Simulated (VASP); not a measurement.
# CsPbBr3 (Pm-3m) in VASP: a series of runs

One crystal, CsPbBr3, is run at these levels: PBE+D3(BJ); tasks: equation of state.

Everything below comes from runs of VASP 6.6.1. Logs are shortened: lines on timing, memory, paths and dates and some standing lists are left out, and cuts for length are marked.

### Step 1. Starting point

It takes space group Pm-3m (No. 221, cubic). Conventional cell: a = 5.931 Å, b = 5.931 Å, c = 5.931 Å, α = 90.00°, β = 90.00°, γ = 90.00°. Pb (site symmetry m-3m) has 6 Br at 2.97 Å as nearest neighbours. Around Cs (site symmetry m-3m) lie 12 Br at 4.19 Å. Around Br (site symmetry 4/mmm) lie 2 Pb at 2.97 Å.

Measurements of this composition are mostly on another form, of space group No. 62.

### Step 2. Equation of state, PBE+D3(BJ), 40.06 Å³/atom (a relaxed cell with its volume scaled by 0.96)

File INCAR:

```
ALGO = Normal ; EDIFF = 1E-6
ENCUT = 520 ; GGA = PE
ISIF = 2 ; ISMEAR = 0
IVDW = 12 ; KPAR = 2
LASPH = True ; LCHARG = False
LREAL = False ; LWAVE = False
NELM = 80 ; PREC = Accurate
SIGMA = 0.02
```

File KPOINTS:

```
k-points
0
Gamma
  4 4 4
```

File POSCAR:

```
CsPbBr3                                 
1.0
    5.8508511916     -0.0000000000      0.0000000000
    0.0000000000      5.8508511916     -0.0000000000
   -0.0000000000      0.0000000000      5.8508511916
  Pb              Cs              Br            
     1     1     3
Direct
     0.5000000000000000    0.5000000000000000    0.5000000000000000
     0.0000000000000000    0.0000000000000000    0.0000000000000000
     0.5000000000000000    0.5000000000000000    0.0000000000000000
     0.5000000000000000    0.0000000000000000    0.5000000000000000
     0.0000000000000000    0.5000000000000000    0.5000000000000000
```

Potentials or basis: VASP PAW PBE potentials, release 64 (Pb_d, Cs_sv, Br).

The run is started by

```console
$ cat potpaw_PBE.64/Pb_d/POTCAR potpaw_PBE.64/Cs_sv/POTCAR potpaw_PBE.64/Br/POTCAR > POTCAR
$ mpirun -np 2 vasp_std > vasp.out
```

OUTCAR:

```text
EDIFF = 1E-6
   ENCUT = 520
   GGA = PE
   ISIF = 2
   ISMEAR = 0
   IVDW = 12
   LASPH = True
   LREAL = False
   NELM = 80
   PREC = Accurate
 IVDW          = 12

 ion  position               nearest neighbor table
   1  0.500  0.500  0.500-   3 2.93   4 2.93   5 2.93   3 2.93   4 2.93   5 2.93
   2  0.000  0.000  0.000-
   3  0.500  0.500  0.000-   1 2.93   1 2.93
   4  0.500  0.000  0.500-   1 2.93   1 2.93
   5  0.000  0.500  0.500-   1 2.93   1 2.93

  LATTYP: Found a simple cubic cell.
 ALAT       =     5.8508511916

  Lattice vectors:

 A1 = (   5.8508511916,   0.0000000000,   0.0000000000)
 A2 = (   0.0000000000,   5.8508511916,   0.0000000000)
 A3 = (   0.0000000000,   0.0000000000,   5.8508511916)

Analysis of symmetry for initial positions (statically):
=====================================================================
 Subroutine PRICEL returns:
 Original cell was already a primitive cell.

 Routine SETGRP: Setting up the symmetry group for a
 simple cubic supercell.

 Subroutine GETGRP returns: Found 48 space group operations
 (whereof 48 operations were pure point group operations)
 out of a pool of 48 trial point group operations.

The static configuration has the point symmetry O_h .

Analysis of symmetry for dynamics (positions and initial velocities):
=====================================================================
 Subroutine PRICEL returns:
 Original cell was already a primitive cell.

 Routine SETGRP: Setting up the symmetry group for a
 simple cubic supercell.

 Subroutine GETGRP returns: Found 48 space group operations
 (whereof 48 operations were pure point group operations)
 out of a pool of 48 trial point group operations.

The dynamic configuration has the point symmetry O_h .

 Subroutine INISYM returns: Found 48 space group operations
 (whereof 48 operations are pure point group operations),
 and found     1 'primitive' translations

----------------------------------------------------------------------------------------

                                     Primitive cell

  volume of cell :     200.2890

  direct lattice vectors                    reciprocal lattice vectors
     5.850851192  0.000000000  0.000000000     0.170915302  0.000000000  0.000000000
     0.000000000  5.850851192  0.000000000     0.000000000  0.170915302  0.000000000
     0.000000000  0.000000000  5.850851192     0.000000000  0.000000000  0.170915302

  length of vectors
     5.850851192  5.850851192  5.850851192     0.170915302  0.170915302  0.170915302

  position of ions in fractional coordinates (direct lattice)
     0.500000000  0.500000000  0.500000000
     0.000000000  0.000000000  0.000000000
     0.500000000  0.500000000  0.000000000
     0.500000000  0.000000000  0.500000000
     0.000000000  0.500000000  0.500000000

  ion indices of the primitive-cell ions
   primitive index   ion index
                 1           1
                 2           2
                 3           3
                 4           4
                 5           5

----------------------------------------------------------------------------------------

 KPOINTS: k-points

Automatic generation of k-mesh.
 Grid dimensions read from file:
 generate k-points for:    4    4    4

 Generating k-lattice:

  Cartesian coordinates                     Fractional coordinates (reciprocal lattice)
     0.042728826  0.000000000  0.000000000     0.250000000  0.000000000  0.000000000
     0.000000000  0.042728826  0.000000000     0.000000000  0.250000000  0.000000000
     0.000000000  0.000000000  0.042728826     0.000000000  0.000000000  0.250000000

  Length of vectors
     0.042728826  0.042728826  0.042728826

  Shift w.r.t. Gamma in fractional coordinates (k-lattice)
     0.000000000  0.000000000  0.000000000

 Subroutine IBZKPT returns following result:
 ===========================================

 Found     10 irreducible k-points:

 Following reciprocal coordinates:
            Coordinates               Weight
  0.000000  0.000000  0.000000      1.000000
  0.250000  0.000000  0.000000      6.000000
  0.500000  0.000000  0.000000      3.000000
  0.250000  0.250000  0.000000     12.000000
  0.500000  0.250000  0.000000     12.000000
  0.500000  0.500000  0.000000      3.000000
  0.250000  0.250000  0.250000      8.000000
  0.500000  0.250000  0.250000     12.000000
  0.500000  0.500000  0.250000      6.000000
  0.500000  0.500000  0.500000      1.000000
   k-points           NKPTS =     10   k-points in BZ     NKDIM =     10   number of bands    NBANDS=     26
   number of dos      NEDOS =    301   number of ions     NIONS =      5
   total plane-waves  NPLWV = 110592
   dimension x,y,z NGX =    48 NGY =   48 NGZ =   48
   dimension x,y,z NGXF=    96 NGYF=   96 NGZF=   96
   ions per type =               1   1   3
   NGX,Y,Z   is equivalent  to a cutoff of  13.64, 13.64, 13.64 a.u.
   NGXF,Y,Z  is equivalent  to a cutoff of  27.28, 27.28, 27.28 a.u.
 SYSTEM =  unknown system
   PREC   = accura    normal or accurate (medium, high low for compatibility)
   ISTART =      0    job   : 0-new  1-cont  2-samecut
   ICHARG =      2    charge: 1-file 2-atom 10-const
   ISPIN  =      1    spin polarized calculation?
   LNONCOLLINEAR =      F non collinear calculations
   LSORBIT =      F    spin-orbit coupling
   LASPH  =      T    aspherical Exc in radial PAW
   ENCUT  =  520.0 eV  38.22 Ry    6.18 a.u.  10.88 10.88 10.88*2*pi/ulx,y,z
   NELM   =     80;   NELMIN=  2; NELMDL= -5     # of ELM steps
   EDIFF  = 0.1E-05   stopping-criterion for ELM
   LREAL  =      F    real-space projection
[... 7 lines left out ...]
   TEBEG  =    0.0;   TEEND  =   0.0 temperature during run
   PSTRESS=    0.0 pullay stress
   NELECT =      44.0000    total number of electrons
   NUPDOWN=      -1.0000    fix difference up-down
   EMIN   =  10.00;   EMAX   =-10.00  energy-range for DOS
   EFERMI =   0.00;   METHOD = LEGACY
   ISMEAR =     0;   SIGMA  =   0.02  broadening in eV -4-tet -1-fermi 0-gaus
   EFERMI_NEDOS =   21; number of points for ismear=-14 and -15
   IALGO  =     38    algorithm
   IMIX   =      4    mixing-type and parameters
     AMIX     =   0.40;   BMIX     =  1.00
     AMIX_MAG =   1.60;   BMIX_MAG =  1.00
  volume/ion in A,a.u.               =      40.06       270.32
  Fermi-wavevector in a.u.,A,eV,Ry     =   0.987810  1.866690 13.276133  0.975768
  Thomas-Fermi vector in A             =   2.119291
   LORBIT       =      0    0 simple, 1 ext, 2 COOP (PROOUT), +10 PAW based schemes
   GGA     = PE    functional components
   LHFCALC =     F    Hartree Fock is set to
   AEXX    =    0.0000 exact exchange contribution
   IVDW    =    12    specifies the selected vdW correction
   LEPSILON=     F    determine dielectric tensor
   LRPA    =     F    only Hartree local field effects (RPA)
 non-spin polarized calculation
 Gauss-broadening in eV      SIGMA  =   0.02
  energy-cutoff  :      520.00
  volume of cell :      200.29
 maximum number of plane-waves:      5449
 NGX is ok and might be reduce to    48
   NGX = 21   NGY = 21   NGZ = 21

 number of electron      44.0000004 magnetization

 Free energy of the ion-electron system (eV)
  ---------------------------------------------------
  ext. energy  EPLUGINS =         0.00000000
  ---------------------------------------------------
  free energy    TOTEN  =       -15.78394440 eV

  energy without entropy =      -15.78394440  energy(sigma->0) =      -15.78394440

 E-fermi :   1.5492     XC(G=0):  -7.6809

 val. band max:        1.4429846199   @ k =   0.5000   0.5000   0.5000
 cond. band min:       2.9297920578   @ k =   0.5000   0.5000   0.5000
 fundamental gap:      1.4868074379
 Fermi energy:         1.5491975940

 k-point     1 :       0.0000    0.0000    0.0000
  band No.  band energies     occupation
      1     -20.1027      2.00000
      2     -15.5028      2.00000
      3     -15.5028      2.00000
      4     -15.3312      2.00000
      5     -15.3312      2.00000
      6     -15.3312      2.00000
[... 18 lines left out ...]
     25       5.4529      0.00000
     26       6.2115      0.00000

 k-point     2 :       0.2500    0.0000    0.0000
  band No.  band energies     occupation
      1     -20.1021      2.00000
      2     -15.5027      2.00000
      3     -15.4694      2.00000
      4     -15.3317      2.00000
      5     -15.3317      2.00000
      6     -15.3311      2.00000
[... 18 lines left out ...]
     25       5.8670      0.00000
     26       5.9051      0.00000

 k-point     3 :       0.5000    0.0000    0.0000
  band No.  band energies     occupation
      1     -20.1015      2.00000
      2     -15.5027      2.00000
      3     -15.4351      2.00000
      4     -15.3322      2.00000
      5     -15.3322      2.00000
      6     -15.3311      2.00000
[... 18 lines left out ...]
     25       6.4534      0.00000
     26       6.4901      0.00000

 k-point     4 :       0.2500    0.2500    0.0000
  band No.  band energies     occupation
      1     -20.1015      2.00000
      2     -15.4865      2.00000
      3     -15.4510      2.00000
      4     -15.3322      2.00000
      5     -15.3317      2.00000
      6     -15.3317      2.00000
[... 18 lines left out ...]
     25       5.6940      0.00000
     26       6.1985      0.00000
[... 90 lines left out ...]
      1     -20.1006      2.00000
      2     -15.4509      2.00000
      3     -15.4141      2.00000
      4     -15.3328      2.00000
      5     -15.3327      2.00000
      6     -15.3322      2.00000
[... 18 lines left out ...]
     25       4.9728      0.00000
     26       6.2037      0.00000

 k-point     9 :       0.5000    0.5000    0.2500
  band No.  band energies     occupation
      1     -20.1001      2.00000
      2     -15.4331      2.00000
      3     -15.3937      2.00000
      4     -15.3333      2.00000
      5     -15.3328      2.00000
      6     -15.3328      2.00000
[... 18 lines left out ...]
     25       4.7047      0.00000
     26       6.3151      0.00000

 k-point    10 :       0.5000    0.5000    0.5000
  band No.  band energies     occupation
      1     -20.0997      2.00000
      2     -15.3937      2.00000
      3     -15.3937      2.00000
      4     -15.3333      2.00000
      5     -15.3333      2.00000
      6     -15.3333      2.00000
[... 18 lines left out ...]
     25       2.9298      0.00000
     26       5.8744      0.00000

------------------------ aborting loop because EDIFF is reached ----------------------------------------

 Edisp (eV)   -1.10733

 E8    (eV) :    -0.5270

  FORCE on cell =-STRESS in cart. coord.  units (eV):
  Direction    XX          YY          ZZ          XY          YZ          ZX
  --------------------------------------------------------------------------------------
  -------------------------------------------------------------------------------------
  Total       1.16508     1.16508     1.16508    -0.00000     0.00000    -0.00000
  in kB       9.31984     9.31984     9.31984    -0.00000     0.00000    -0.00000
  external pressure =        9.32 kB  Pullay stress =        0.00 kB

 VOLUME and BASIS-vectors are now :
 -----------------------------------------------------------------------------
  energy-cutoff  :      520.00
  volume of cell :      200.29
      direct lattice vectors                 reciprocal lattice vectors
     5.850851192  0.000000000  0.000000000     0.170915302  0.000000000  0.000000000
     0.000000000  5.850851192  0.000000000     0.000000000  0.170915302  0.000000000
     0.000000000  0.000000000  5.850851192     0.000000000  0.000000000  0.170915302

 POSITION                                       TOTAL-FORCE (eV/Angst)
 -----------------------------------------------------------------------------------
      2.92543      2.92543      2.92543         0.000000      0.000000      0.000000
      0.00000      0.00000      0.00000         0.000000      0.000000      0.000000
      2.92543      2.92543      0.00000         0.000000      0.000000      0.000000
      2.92543      0.00000      2.92543         0.000000      0.000000      0.000000
      0.00000      2.92543      2.92543         0.000000      0.000000      0.000000
 -----------------------------------------------------------------------------------
    total drift:                                0.000000     -0.000000     -0.000000

  FREE ENERGIE OF THE ION-ELECTRON SYSTEM (eV)
  ---------------------------------------------------
  free  energy   TOTEN  =       -16.8912710251 eV

  energy  without entropy=      -16.8912710251  energy(sigma->0) =      -16.89127103
```

Wall time 40 s (2 MPI ranks of Intel Xeon Platinum 8259CL at 2.50GHz (Skylake/Cascade Lake), shared host); peak memory 0.34 GiB.

What came out:

```yaml
Free_energy: -16.8913 eV
Pressure: 0.9 GPa
Band_gap_on_the_k_mesh: 1.49 eV, direct
Dispersion_energy_per_atom: -0.221 eV
```

Caveat: spin-orbit coupling is left out, which as a rule narrows the gap of such compounds by several tenths of an eV.

### Step 3. Equation of state, PBE+D3(BJ), 40.89 Å³/atom (a relaxed cell with its volume scaled by 0.98)

INCAR is that of step 2.

KPOINTS is that of step 2.

POSCAR, as its differences from that of step 2:

```diff
@@ -2,5 +2,5 @@
 1.0
-    5.8508511916     -0.0000000000      0.0000000000
-    0.0000000000      5.8508511916     -0.0000000000
-   -0.0000000000      0.0000000000      5.8508511916
+    5.8912031646     -0.0000000000      0.0000000000
+    0.0000000000      5.8912031646     -0.0000000000
+   -0.0000000000      0.0000000000      5.8912031646
   Pb              Cs              Br
```

Potentials or basis: VASP PAW PBE potentials, release 64 (Pb_d, Cs_sv, Br).

The run is started by

```console
$ cat potpaw_PBE.64/Pb_d/POTCAR potpaw_PBE.64/Cs_sv/POTCAR potpaw_PBE.64/Br/POTCAR > POTCAR
$ mpirun -np 2 vasp_std > vasp.out
```

It took 41 s on 2 MPI ranks of Intel Xeon Platinum 8259CL at 2.50GHz (Skylake/Cascade Lake), shared host; peak memory 0.34 GiB.

Results (log left out):

```yaml
Free_energy: -16.9094 eV
Pressure: 0.4 GPa
Band_gap_on_the_k_mesh: 1.57 eV, direct
Dispersion_energy_per_atom: -0.217 eV
```

Caveat: spin-orbit coupling is left out, which as a rule narrows the gap of such compounds by several tenths of an eV.

### Step 4. Equation of state, PBE+D3(BJ), 41.73 Å³/atom

INCAR is that of step 3.

KPOINTS is that of step 3.

POSCAR, as its differences from that of step 3:

```diff
@@ -2,5 +2,5 @@
 1.0
-    5.8912031646     -0.0000000000      0.0000000000
-    0.0000000000      5.8912031646     -0.0000000000
-   -0.0000000000      0.0000000000      5.8912031646
+    5.9310097989     -0.0000000000      0.0000000000
+    0.0000000000      5.9310097989     -0.0000000000
+   -0.0000000000      0.0000000000      5.9310097989
   Pb              Cs              Br
```

The run is started by

```console
$ cat potpaw_PBE.64/Pb_d/POTCAR potpaw_PBE.64/Cs_sv/POTCAR potpaw_PBE.64/Br/POTCAR > POTCAR
$ mpirun -np 2 vasp_std > vasp.out
```

It took 49 s on 2 MPI ranks of Intel Xeon Platinum 8259CL at 2.50GHz (Skylake/Cascade Lake), shared host; peak memory 0.34 GiB.

Results (log left out):

```
Free energy                : -16.9154 eV
Pressure                   : 0.0 GPa
Band gap on the k mesh     : 1.65 eV, direct
Dispersion energy per atom : -0.213 eV
```

Caveat: spin-orbit coupling is left out, which as a rule narrows the gap of such compounds by several tenths of an eV.

### Step 5. Equation of state, PBE+D3(BJ), 42.56 Å³/atom (a relaxed cell with its volume scaled by 1.02)

INCAR is that of step 4.

KPOINTS is that of step 4.

POSCAR, as its differences from that of step 4:

```diff
@@ -2,5 +2,5 @@
 1.0
-    5.9310097989     -0.0000000000      0.0000000000
-    0.0000000000      5.9310097989     -0.0000000000
-   -0.0000000000      0.0000000000      5.9310097989
+    5.9702891541     -0.0000000000      0.0000000000
+    0.0000000000      5.9702891541     -0.0000000000
+   -0.0000000000      0.0000000000      5.9702891541
   Pb              Cs              Br
```

The run is started by

```console
$ cat potpaw_PBE.64/Pb_d/POTCAR potpaw_PBE.64/Cs_sv/POTCAR potpaw_PBE.64/Br/POTCAR > POTCAR
$ mpirun -np 2 vasp_std > vasp.out
```

Run time: 49 s. Hardware: 2 MPI ranks of Intel Xeon Platinum 8259CL at 2.50GHz (Skylake/Cascade Lake), shared host; peak memory 0.35 GiB.

The run converged. Its results:

| Property | Result |
| --- | --- |
| Free energy | -16.9105 eV |
| Pressure | -0.4 GPa |
| Band gap on the k mesh | 1.72 eV, direct |
| Dispersion energy per atom | -0.209 eV |

Caveat: spin-orbit coupling is left out, which as a rule narrows the gap of such compounds by several tenths of an eV.

### Step 6. Equation of state, PBE+D3(BJ), 43.40 Å³/atom (a relaxed cell with its volume scaled by 1.04)

INCAR is that of step 5.

KPOINTS is that of step 5.

POSCAR, as its differences from that of step 5:

```diff
@@ -2,5 +2,5 @@
 1.0
-    5.9702891541     -0.0000000000      0.0000000000
-    0.0000000000      5.9702891541     -0.0000000000
-   -0.0000000000      0.0000000000      5.9702891541
+    6.0090583519     -0.0000000000      0.0000000000
+    0.0000000000      6.0090583519     -0.0000000000
+   -0.0000000000      0.0000000000      6.0090583519
   Pb              Cs              Br
```

Potentials or basis: VASP PAW PBE potentials, release 64 (Pb_d, Cs_sv, Br).

The run is started by

```console
$ cat potpaw_PBE.64/Pb_d/POTCAR potpaw_PBE.64/Cs_sv/POTCAR potpaw_PBE.64/Br/POTCAR > POTCAR
$ mpirun -np 2 vasp_std > vasp.out
```

It took 40 s on 2 MPI ranks of Intel Xeon Platinum 8259CL at 2.50GHz (Skylake/Cascade Lake), shared host; peak memory 0.34 GiB.

Results (log left out):

```
Free energy                : -16.8959 eV
Pressure                   : -0.8 GPa
Band gap on the k mesh     : 1.79 eV, direct
Dispersion energy per atom : -0.205 eV
```

Caveat: spin-orbit coupling is left out, which as a rule narrows the gap of such compounds by several tenths of an eV.

### Step 7. Equation of state, PBE+D3(BJ)

Potentials or basis: VASP PAW PBE potentials, release 64 (Pb_d, Cs_sv, Br).

This step only gathers the single runs of the series.

What came out:

```
Equilibrium volume                      : 41.76 Å³/atom
Bulk modulus                            : 21 GPa
Pressure derivative of the bulk modulus : 4.5 (rough: it moves with the points fitted)
```

Energy against volume, from the lowest point:
```tsv
volume (Å³/atom)	energy (meV/atom)
40.058	4.83
40.892	1.20
41.727	0.00
42.561	0.97
43.396	3.89
```

Spin-orbit coupling is left out, which matters for the levels of Cs, Pb.
